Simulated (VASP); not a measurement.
A run of VASP 6.6.1 is set up as follows.

INCAR

```
PREC = Accurate
ENCUT = 600
EDIFF = 1E-7
ISMEAR = -1
SIGMA = 0.05
LREAL = False
LASPH = True
NELM = 60
ALGO = Normal
ISIF = 3
LWAVE = False
LCHARG = False
GGA = PS
IBRION = 2
NSW = 60
EDIFFG = -0.01
```

KPOINTS

```
regular mesh
0
Gamma
  8 8 8
```

The input POSCAR:

```
HfN
1.0
    0.0000000000      2.4548220000      2.4548220000
    2.4548220000      0.0000000000      2.4548220000
    2.4548220000      2.4548220000      0.0000000000
Hf N
1 1
Direct
    0.0000000000      0.0000000000      0.0000000000
    0.2500000000      0.2500000000      0.2500000000
```

Potentials or basis: VASP PAW PBE potentials, release 64 (Hf_pv, N).

Launch:

```sh
$ cat potpaw_PBE.64/Hf_pv/POTCAR potpaw_PBE.64/N/POTCAR > POTCAR
$ mpirun -np 1 vasp_std > vasp.out
```

Estimate the relaxed volume.

14.34 Å³/atom.

What does it give for the band gap on the k mesh?

None (metal or under the smearing width).

Predict the relaxed cell.

a = 3.436 Å, b = 3.436 Å, c = 3.436 Å, α = 60.00°, β = 60.00°, γ = 60.00°.

Predict the space group after relaxing (to 0.05 Å).

F-43m (No. 216).

Final structure:
```
Hf N
1.0
     0.00000    2.42955    2.42955
     2.42955    0.00000    2.42955
     2.42955    2.42955    0.00000
Hf N
1 1
Direct
  0.00000 0.00000 0.00000
  0.25000 0.25000 0.25000
```

Caveat: the PAW data sets were made with another functional, which shifts forces and pressure a little. Spin-orbit coupling is left out, which matters for the levels of Hf.
